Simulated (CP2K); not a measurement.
Pt under changes of volume

One of the cells (15.080 Å³/atom); the others are scaled copies at fixed shape and fractional positions:

```
CELL_PARAMETERS angstrom
2.77313 0.00000 0.00000
1.38657 2.40160 0.00000
1.38657 0.80053 2.26425
ATOMIC_POSITIONS crystal
Pt 0.00000 0.00000 0.00000
```

| Item | Value |
| --- | --- |
| Program | CP2K 2026.2 |
| Functional | PBEsol |
| Potentials or basis | POTENTIAL_UZH Pt GTH-PBE-q18; TZVP-MOLOPT-PBE-GTH basis |
| Density cutoff | 6123 eV |
| k mesh | 12 × 12 × 12 |
| Occupations | fermi-dirac, width 0.05 eV |
| Spin | no spin polarisation |

```tsv
volume (Å³/atom)	energy over the lowest point (meV/atom)	pressure (GPa)
14.175	54.41	21.1
14.477	22.68	13.0
14.778	5.11	6.0
15.080	0.00	-0.2
15.381	5.82	-5.7
15.683	?	?
15.985	45.08	-14.7
```

Question: What does the run at 15.683 Å³/atom give?

Answer: Energy over the lowest point 21.22 meV/atom; pressure -10.5 GPa.

Worked out: A Birch-Murnaghan fit of order 3 (a polynomial in V^(-2/3)) to the other rows has its minimum at 15.06 Å³/atom with B0 = V·E''(V) = 292 GPa and B' = 5.5. It gives 21.23 meV/atom at 15.683 Å³/atom, against the run's 21.22, and -dE/dV = -10.5 GPa, against -10.5.

Energies are extrapolated to zero smearing.

Caveats: the potentials were made for another functional, which shifts forces and pressure; the basis of atomic orbitals isn't converged, which shifts pressures, moduli and gaps.
